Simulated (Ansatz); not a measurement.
Skutterudite CoSb3 was calculated with PBEsol in Ansatz (PAW).

Run with plane-wave cutoff 520 eV, 6×6×6 k mesh, Fermi–Dirac smearing 0.01 eV, no spin polarisation, scalar-relativistic PAW data made under PBE.

Cell (relaxed at this level):

```
CoSb3
1.0
   -4.49235     4.49235     4.49235
    4.49235    -4.49235     4.49235
    4.49235     4.49235    -4.49235
Co Sb
4 12
Cartesian
  2.24617   2.24617  -2.24617
  2.24617   2.24617   2.24617
 -2.24617   2.24617   2.24617
  2.24617  -2.24617   2.24617
  1.49877   3.05751   4.49235
  4.49235   1.49877   3.05751
  4.49235  -1.49877   3.05751
  0.00000   2.99357   1.43484
  0.00000   5.99112   1.43484
  3.05751   4.49235   1.49877
  1.43484   0.00000   5.99112
  5.99112   1.43484   0.00000
  1.43484   0.00000   2.99357
  3.05751   4.49235  -1.49877
  2.99357   1.43484   0.00000
 -1.49877   3.05751   4.49235
```

### Question
Predict the bulk modulus, band gap and pressure derivative B′ of the bulk modulus.

### Answer

bulk modulus: 96.8 GPa
band gap: 0.27 eV
pressure derivative B′ of the bulk modulus: 4.8

Measured, for comparison: band gap 0.63 eV (temperature not stated, no zero-point or thermal correction; as tabulated in Kim et al. (2020), doi:10.1038/s41597-020-00723-8); bulk modulus 95 ± 5 GPa (room temperature, no zero-point or thermal correction, our sources range from 85.0 to 95.0; as tabulated in Alexeev et al. (2016), arXiv:1601.07731). Computed (rounded) less measured: bulk modulus +2 % (+2 % to +14 % over the range). A static lattice is as a rule a little smaller and stiffer than an uncorrected measurement, which narrows the difference in the bulk modulus and would widen misses of the other sign.

Note: the bulk modulus comes from volumes at which shape and atoms were relaxed.

Spin–orbit coupling is not included; it can close the smallest gap of 0.27 eV.

Static lattice: no zero-point or thermal effects.

Cost on a shared machine: about 40 core-minutes (a rough figure).

Ansatz is a first-principles code.
